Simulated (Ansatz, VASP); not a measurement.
**One calculation of KI, two programs**

File INCAR:

```
ALGO     = Normal         # electronic algorithm
EDIFF    = 1E-7           # SCF threshold, eV
ENCUT    = 520            # plane-wave cutoff, eV
GGA      = PE             # functional
ISIF     = 2              # what is computed and relaxed
ISMEAR   = 0              # smearing method
LASPH    = T              # aspherical terms in the spheres
LCHARG   = F              # write CHGCAR
LREAL    = F              # projectors in reciprocal space
LWAVE    = F              # write WAVECAR
NBANDS   = 15             # bands
NELM     = 60             # most SCF steps
PREC     = Accurate       # precision mode
SIGMA    = 0.02           # smearing width, eV
```

The input KPOINTS:

```
k-points
0
Gamma
  6 6 6
```

The input POSCAR:

```
KI
1.0
    0.0000000000      3.6585566857      3.6585566857
    3.6585566857      0.0000000000      3.6585566857
    3.6585566857      3.6585566857      0.0000000000
K I
1 1
Direct
    0.0000000000      0.0000000000      0.0000000000
    0.5000000000      0.5000000000      0.5000000000
```

Input for Ansatz:

```yaml
crystal:
  lattice:
    - [0.0, 3.6585566857, 3.6585566857]
    - [3.6585566857, 0.0, 3.6585566857]
    - [3.6585566857, 3.6585566857, 0.0]
  atoms:
    - { symbol: K, position: [0.0, 0.0, 0.0] }
    - { symbol: I, position: [0.5, 0.5, 0.5] }
basis:
  ecutwfc: 420
kpoints:
  mp_grid: { grid: [6, 6, 6] }
hamiltonian:
  xc: pbe
scf:
  occupations: { method: gaussian, width: 0.02 }
output:
  forces: true
  stress: true
  eigenvalues: true
```

Alike in both runs: task single point; functional PBE; k mesh 6 × 6 × 6; occupations gaussian, width 0.02 eV; no spin polarisation.

|  | VASP | Ansatz |
| --- | --- | --- |
| version | VASP 6.6.1 | Ansatz 0.2.0 |
| potentials or method | VASP PAW PBE potentials, release 64 (K_sv, I) | scalar-relativistic, plane waves, PAW |
| plane-wave cutoff (eV) | 520 | 420 |
| valence electrons in the cell | 16 | 26 |

Ansatz gave:

| Quantity | Value |
| --- | --- |
| gap on the k mesh at the Fermi level (eV) | 3.74 |
| least direct gap on the mesh (eV) | 3.74 |
| pressure (GPa) | -0.5 |

Question: What did VASP give for the same quantities?

Answer: gap on the k mesh at the Fermi level (eV): 3.73; least direct gap on the mesh (eV): 3.73; pressure (GPa): -0.5.

The two sets of potentials don't hold the same shells in valence.

Caveats: spin-orbit coupling is left out, which moves the levels of the heavy elements.
